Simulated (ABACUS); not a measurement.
# Ni (P6_3/mmc) in ABACUS: further runs

One crystal, Ni, is run at these levels: PBE; tasks: single point.

All numbers are computed with ABACUS 3.10.1; they aren't measurements. Logs are shortened: lines on timing, memory, paths and dates and some standing lists are left out, and cuts for length are marked.

**1. Starting point**

The structure is hexagonal, space group P6_3/mmc (No. 194). The conventional cell has a = 2.448 Å, b = 2.448 Å, c = 4.073 Å, α = 90.00°, β = 90.00°, γ = 120.00°. Around Ni (site symmetry -6m2) lie 12 Ni at 2.45 to 2.48 Å.

This isn't the form of Ni at room conditions, which is fcc.

**2. Single point, PBE, collinear spin, ferromagnetic start**

INPUT reads:

```
INPUT_PARAMETERS
suffix              Ni
calculation         scf
basis_type          lcao
pseudo_dir          ./
orbital_dir         ./
symmetry            1
dft_functional      pbe
ecutwfc             100
pseudo_rcut         10
nspin               2
nbands              23
ks_solver           genelpa
smearing_method     fd
smearing_sigma      0.00367493
scf_thr             1e-07
scf_nmax            100
mixing_type         broyden
mixing_beta         0.4
cal_force           1
cal_stress          1
out_mul             1
```

STRU reads:

```
ATOMIC_SPECIES
Ni 58.6934 Ni.upf

NUMERICAL_ORBITAL
Ni_confined-atom_7au_3s2p2d1f.orb

LATTICE_CONSTANT
1.8897261246

LATTICE_VECTORS
2.4480228978 0.0000000000 0.0000000000
-1.2240114489 2.1200500186 0.0000000000
0.0000000000 0.0000000000 4.0728075700

ATOMIC_POSITIONS
Direct

Ni
0.0
2
0.6666666667 0.3333333333 0.7500000000 1 1 1 mag 1
0.3333333333 0.6666666667 0.2500000000 1 1 1 mag 1
```

KPT reads:

```
K_POINTS
0
Gamma
12 12 7 0 0 0
```

Potentials or basis: PseudoDojo NC SR 0.4.1 PBE standard, DZP LCAO (the cutoffs set its grid).

Run with:

```bash
> OMP_NUM_THREADS=1 mpirun -np 4 abacus > log
```

running log:

```text
ABACUS v3.10.1

               Atomic-orbital Based Ab-initio Computation at UStc

 ------------------------------------------------------------------------------------

 READING GENERAL INFORMATION
                           global_out_dir = OUT.Ni/
                           global_in_card = INPUT
                               pseudo_dir = ./
                              orbital_dir = ./
                                    DSIZE = 4
                                    GSIZE = 1

 READING UNITCELL INFORMATION
                                    ntype = 1
                  lattice constant (Bohr) = 1.88973
              lattice constant (Angstrom) = 1

 READING ATOM TYPE 1
                               atom label = Ni
                      L=0, number of zeta = 3
                      L=1, number of zeta = 2
                      L=2, number of zeta = 2
                      L=3, number of zeta = 1
             number of atom for this type = 2
               magnetization of element 1 = 1

                        TOTAL ATOM NUMBER = 2
DIRECT COORDINATES
    atom                   x                   y                   z     mag                  vx                  vy                  vz
taud_Ni1            0.6666666667        0.3333333333        0.7500000000  1.0000        0.0000000000        0.0000000000        0.0000000000
taud_Ni2            0.3333333333        0.6666666667        0.2500000000  1.0000        0.0000000000        0.0000000000        0.0000000000

                          Volume (Bohr^3) = 142.644
                             Volume (A^3) = 21.1376

 Lattice vectors: (Cartesian coordinate: in unit of a_0)
             +2.44802                  +0                  +0
             -1.22401            +2.12005                  +0
                   +0                  +0            +4.07281
 Reciprocal vectors: (Cartesian coordinate: in unit of 2 pi/a_0)
            +0.408493           +0.235843                  -0
                   -0           +0.471687                  -0
                   +0                  -0           +0.245531
 The esolver type has been set to : ksdft_lcao

                PAO radial cut off (Bohr) = 10

 Read in pseudopotential file is Ni.upf
                     pseudopotential type = NC
          exchange-correlation functional = PBE
                 nonlocal core correction = 1
                        valence electrons = 18
                                     lmax = 2
                           number of zeta = 4
[... 5 lines left out ...]
                           L of projector = 2
                           L of projector = 2
     initial pseudo atomic orbital number = 20
 The readin total magnetization is 2

 SETUP THE ELECTRONS NUMBER
            electron number of element Ni = 18
      total electron number of element Ni = 36
            AUTOSET number of electrons:  = 36
                           occupied bands = 18
                                   NLOCAL = 52
                                   NBANDS = 23
                                   NBANDS = 23
                                   NLOCAL = 52

%%%%%%%%%%%%%%%%%%%%%%%%%%%%%%%%%%%%%%%%%%%%%%%%%%%%%%%%%%%%%%%%%%%%%%%%%%%%%%%%%%%%%%%%%%%%%%%%%%%%%%%%%%
 Warning: the number of valence electrons in pseudopotential > 10 for Ni: [Ar] 3d8 4s2
 Pseudopotentials with additional electrons can yield (more) accurate outcomes, but may be less efficient.
 If you're confident that your chosen pseudopotential is appropriate, you can safely ignore this warning.
%%%%%%%%%%%%%%%%%%%%%%%%%%%%%%%%%%%%%%%%%%%%%%%%%%%%%%%%%%%%%%%%%%%%%%%%%%%%%%%%%%%%%%%%%%%%%%%%%%%%%%%%%%

 SETUP THE PLANE WAVE BASIS
 energy cutoff for charge/potential (unit:Ry) = 400
            fft grid for charge/potential = [ 30, 30, 50 ]
                        fft grid division = [ 5, 5, 5 ]
        big fft grid for charge/potential = [ 6, 6, 10 ]
                                     nbxx = 108
                                     nrxx = 13500

 SETUP PLANE WAVES FOR CHARGE/POTENTIAL
                    number of plane waves = 19315
                         number of sticks = 583

 PARALLEL PW FOR CHARGE/POTENTIAL
     PROC   COLUMNS(POT)             PW
        1            146           4832
        2            146           4832
        3            146           4828
        4            145           4823
 --------------- sum -------------------
        4            583          19315
                            number of |g| = 899
                                  max |g| = 36.1529
                                  min |g| = 0.222489
[... 59 lines left out ...]
                                   nkstot = 1008
                       right hand lattice = 1
(for reciprocal lattice: )
                             BRAVAIS TYPE = 4
                     BRAVAIS LATTICE NAME = 04. Hexagonal cell
                                    ibrav = 4
                       right hand lattice = 1
(for k-lattice: )
                             BRAVAIS TYPE = 4
                     BRAVAIS LATTICE NAME = 04. Hexagonal cell
                                    ibrav = 4
                       right hand lattice = 1
                        ROTATION MATRICES = 24
                               nkstot_ibz = 76
K-POINTS REDUCTION ACCORDING TO SYMMETRY
     IBZ    DIRECT_X    DIRECT_Y    DIRECT_Z  WEIGHT  ibz2bz
       1  0.00000000  0.00000000  0.00000000  0.0010       0
       2 -0.08333333  0.08333333  0.00000000  0.0060       1
       3 -0.16666667  0.16666667  0.00000000  0.0060       2
       4 -0.25000000  0.25000000  0.00000000  0.0060       3
       5 -0.33333333  0.33333333  0.00000000  0.0060       4
       6 -0.41666667  0.41666667  0.00000000  0.0060       5
[... 22 lines left out ...]
      29 -0.25000000  0.33333333  0.14285714  0.0238     159
      30 -0.33333333  0.41666667  0.14285714  0.0238     160
[... 46 further k points ...]

                               nkstot now = 76
[... K-POINTS DIRECT COORDINATES: 76 rows ...]

           k-point number in this process = 76
       minimum distributed K point number = 76
[... stars of the k points ...]
                             nks(nspin=2) = 152
                          nkstot(nspin=2) = 152

[... K-POINTS CARTESIAN COORDINATES: 152 rows ...]

[... K-POINTS DIRECT COORDINATES: 152 rows ...]

 SETUP PLANE WAVES FOR WAVE FUNCTIONS
     energy cutoff for wavefunc (unit:Ry) = 100
              fft grid for wave functions = [ 30, 30, 50 ]
                    number of plane waves = 3597
                         number of sticks = 199

 PARALLEL PW FOR WAVE FUNCTIONS
     PROC   COLUMNS(POT)             PW
        1             49            899
        2             50            898
        3             50            900
        4             50            900
 --------------- sum -------------------
        4            199           3597

 SET NONLOCAL PSEUDOPOTENTIAL PROJECTORS
 max number of nonlocal projetors among all species is 6

 -------------------------------------------
 SELF-CONSISTENT
 -------------------------------------------

 SETUP SEARCHING RADIUS FOR PROGRAM TO SEARCH ADJACENT ATOMS
                  longest orb rcut (Bohr) = 7
   longest nonlocal projector rcut (Bohr) = 1.7
                     search radius (Bohr) = 17.4
              searching radius is (Bohr)) = 17.4
         searching radius unit is (Bohr)) = 1.89
                         PeriodicBoundary = 1
                        Radius(unit:lat0) = 9.21
                                   glayer = [ 6, 6, 4 ]
                             glayer_minus = [ 5, 5, 3 ]

Find the coordinate range of the input atom(unit:lat0).
                                  min_tau = [ -18.4, -9.89, -11.2 ]
                                  max_tau = [ 19.6, 12, 15.3 ]
                                BoxNumber = [ 11, 11, 7 ]

 SETUP EXTENDED REAL SPACE GRID FOR GRID INTEGRATION
                          real space grid = [ 30, 30, 50 ]
                 big cell numbers in grid = [ 6, 6, 10 ]
             meshcell numbers in big cell = [ 5, 5, 5 ]
                        extended fft grid = [ 11, 11, 10 ]
                dimension of extened grid = [ 29, 29, 31 ]
                            UnitCellTotal = 100
              Atom number in sub-FFT-grid = 2
    Local orbitals number in sub-FFT-grid = 52
                                ParaV.nnr = 76726
                                 init_chg = atomic

 LCAO ALGORITHM --------------- ION=   1  ELEC=   1--------------------------------
          total magnetism (Bohr mag/cell) = 1.40745
       absolute magnetism (Bohr mag/cell) = 1.48075
                        nelec for spin up = 18.7037
                      nelec for spin down = 17.2963
[... 196 lines left out ...]
 Density error is 2.69335729203e-08
----------------------------------------------------------
     Energy           Rydberg                 eV
----------------------------------------------------------
 E_KohnSham     -671.1511586455      -9131.4799768814
 E_KS(sigma->0) -671.1499013903      -9131.4628710462
 E_Harris       -671.1511593313      -9131.4799862122
 E_band         -39.0535933327       -531.3513966994
 E_one_elec     -318.0396968621      -4327.1520675169
 E_Hartree      183.9117440794       2502.2476485970
 E_xc           -85.7482935749       -1166.6653863952
 E_Ewald        -451.2723977775      -6139.8759598959
 E_entropy(-TS) -0.0025145105        -0.0342116705
 E_descf        0.0000000000         0.0000000000
 E_exx          0.0000000000         0.0000000000
 E_Fermi        1.4198269156         19.3177362264
----------------------------------------------------------

 charge density convergence is achieved
 final etot is -9131.4799769 eV
 EFERMI = 19.317736226 eV

 STATE ENERGY(eV) AND OCCUPATIONS    NSPIN == 2
SPIN UP :
 1/76 kpoint (Cartesian) = 0.0000 0.0000 0.0000 (614 pws)
       1       -84.4242    0.000992063
       2       -84.3891    0.000992063
       3       -44.8981    0.000992063
       4       -44.7347    0.000992063
       5       -44.7347    0.000992063
       6       -44.7036    0.000992063
[... 140 lines left out ...]
      22        28.4329    3.99407e-82
      23        33.4179        0.00000

[... levels at 146 further k points ...]

-------------------------------------------------
 Total Magnetism (uB)
-------------------------------------------------
                        Ni1         0.6614806804
                        Ni2         0.6614806804
-------------------------------------------------

 correction force for each atom along direction 1 is -1.68776e-14
 correction force for each atom along direction 2 is 6.26209e-14
 correction force for each atom along direction 3 is 1.31166e-13
------------------------------------------------------------------------------------------
 TOTAL-FORCE (eV/Angstrom)
------------------------------------------------------------------------------------------
                       Ni1         0.0000000000         0.0000000000         0.0000000000
                       Ni2         0.0000000000         0.0000000000         0.0000000000
------------------------------------------------------------------------------------------

----------------------------------------------------------------
 TOTAL-STRESS (KBAR)
----------------------------------------------------------------
        94.9067823285         0.0000000000         0.0000000000
         0.0000000000        94.9067823232         0.0000000000
         0.0000000000        -0.0000000000        49.4365590222
----------------------------------------------------------------
 TOTAL-PRESSURE: 79.750041 KBAR

 --------------------------------------------
 !FINAL_ETOT_IS -9131.4799768814264098 eV
 --------------------------------------------
```

Run time: 68 s. Hardware: 4 MPI ranks of AMD EPYC, shared host; peak memory 0.44 GiB.

Results:

| Item | Value |
| --- | --- |
| Free energy | -9131.4800 eV |
| Pressure | 8.0 GPa |
| Band gap on the k mesh | none (metal or under the smearing width) |
| Net moment | 1.32 μB per cell |
| Absolute moment | 1.50 μB per cell |
| Site moments | Ni +0.66 μB |

Stress tensor (GPa, compression positive):
```
9.49 0.00 0.00
0.00 9.49 0.00
0.00 0.00 4.94
```

Caveat: the atomic orbitals were generated for these runs and aren't a published set; the basis of atomic orbitals isn't converged, which shifts pressures, moduli and gaps.

**3. Single point, PBE, collinear spin, ferromagnetic start (atoms moved at random, drawn with an rms of 0.05 Å)**

INPUT is that of step 2.

Edit STRU of step 2 so:

```diff
@@ -20,3 +20,3 @@
 2
-0.6666666667 0.3333333333 0.7500000000 1 1 1 mag 1
-0.3333333333 0.6666666667 0.2500000000 1 1 1 mag 1
+0.6727700000 0.3354790000 0.7554090000 1 1 1 mag 1
+0.3421770000 0.6583580000 0.2444720000 1 1 1 mag 1
```

KPT is that of step 2.

Potentials or basis: PseudoDojo NC SR 0.4.1 PBE standard, DZP LCAO (the cutoffs set its grid).

Run with:

```bash
> OMP_NUM_THREADS=1 mpirun -np 4 abacus > log
```

running log:

```text
ABACUS v3.10.1

               Atomic-orbital Based Ab-initio Computation at UStc

 ------------------------------------------------------------------------------------

 READING GENERAL INFORMATION
                           global_out_dir = OUT.Ni/
                           global_in_card = INPUT
                               pseudo_dir = ./
                              orbital_dir = ./
                                    DSIZE = 4
                                    GSIZE = 1

 READING UNITCELL INFORMATION
                                    ntype = 1
                  lattice constant (Bohr) = 1.88973
              lattice constant (Angstrom) = 1

 READING ATOM TYPE 1
                               atom label = Ni
                      L=0, number of zeta = 3
                      L=1, number of zeta = 2
                      L=2, number of zeta = 2
                      L=3, number of zeta = 1
             number of atom for this type = 2
               magnetization of element 1 = 1

                        TOTAL ATOM NUMBER = 2
DIRECT COORDINATES
[... 450 lines left out ...]
 E_entropy(-TS) -0.0025040323        -0.0340691077
 E_descf        0.0000000000         0.0000000000
 E_exx          0.0000000000         0.0000000000
 E_Fermi        1.4198849463         19.3185257743
----------------------------------------------------------

 charge density convergence is achieved
 final etot is -9131.4689888 eV
 EFERMI = 19.318525774 eV

 STATE ENERGY(eV) AND OCCUPATIONS    NSPIN == 2
SPIN UP :
 1/506 kpoint (Cartesian) = 0.0000 0.0000 0.0000 (614 pws)
       1       -84.4258    0.000992063
       2       -84.3900    0.000992063
       3       -44.9025    0.000992063
       4       -44.7430    0.000992063
       5       -44.7283    0.000992063
       6       -44.7085    0.000992063
[... 140 lines left out ...]
      22        28.4215    1.69915e-82
      23        33.4230        0.00000

[... levels at 1006 further k points ...]

-------------------------------------------------
 Total Magnetism (uB)
-------------------------------------------------
                        Ni1         0.6620057420
                        Ni2         0.6620011569
-------------------------------------------------

 correction force for each atom along direction 1 is 6.07414e-06
 correction force for each atom along direction 2 is -2.23920e-06
 correction force for each atom along direction 3 is -1.87675e-06
------------------------------------------------------------------------------------------
 TOTAL-FORCE (eV/Angstrom)
------------------------------------------------------------------------------------------
                       Ni1         0.0422433419        -0.0450362600        -0.4430821610
                       Ni2        -0.0422433419         0.0450362600         0.4430821610
------------------------------------------------------------------------------------------

----------------------------------------------------------------
 TOTAL-STRESS (KBAR)
----------------------------------------------------------------
       100.8296341535        -3.4060987462        -1.0823770956
        -3.4060987462        93.2384508194         1.1526388934
        -1.0823770956         1.1526388934        54.5435825481
----------------------------------------------------------------
 TOTAL-PRESSURE: 82.870556 KBAR

 --------------------------------------------
 !FINAL_ETOT_IS -9131.4689888018820056 eV
 --------------------------------------------
```

stdout:

```text
ABACUS v3.10.1

               Atomic-orbital Based Ab-initio Computation at UStc

%%%%%%%%%%%%%%%%%%%%%%%%%%%%%%%%%%%%%%%%%%%%%%%%%%%%%%%%%%%%%%%%%%%%%%%%%%%%%%%%%%%%%%%%%%%%%%%%%%%%%%%%%
 Warning: the number of valence electrons in pseudopotential > 10 for Ni: [Ar] 3d8 4s2
[... 39 lines left out ...]
 TOTAL-STRESS (KBAR)
----------------------------------------------------------------
       100.8296341535        -3.4060987462        -1.0823770956
        -3.4060987462        93.2384508194         1.1526388934
        -1.0823770956         1.1526388934        54.5435825481
----------------------------------------------------------------
 TOTAL-PRESSURE: 82.870556 KBAR
```

Wall time 3 min (4 MPI ranks of AMD EPYC, shared host); peak memory 0.72 GiB.

Results:

```yaml
Free_energy: -9131.4690 eV
Pressure: 8.3 GPa
Largest_force: 0.447 eV/Å
Band_gap_on_the_k_mesh: none (metal or under the smearing width)
Net_moment: 1.32 μB per cell
Absolute_moment: 1.50 μB per cell
Site_moments: Ni +0.66 μB
```

Forces in eV/Å, atoms in the order of the input:
```
Ni   0.042 -0.045 -0.443
Ni  -0.042  0.045  0.443
```

Stress tensor (GPa, compression positive):
```
10.08 -0.34 -0.11
-0.34  9.32  0.12
-0.11  0.12  5.45
```

Caveat: the atomic orbitals were generated for these runs and aren't a published set; the basis of atomic orbitals isn't converged, which shifts pressures, moduli and gaps.

(Continued in part 2 of 2.)
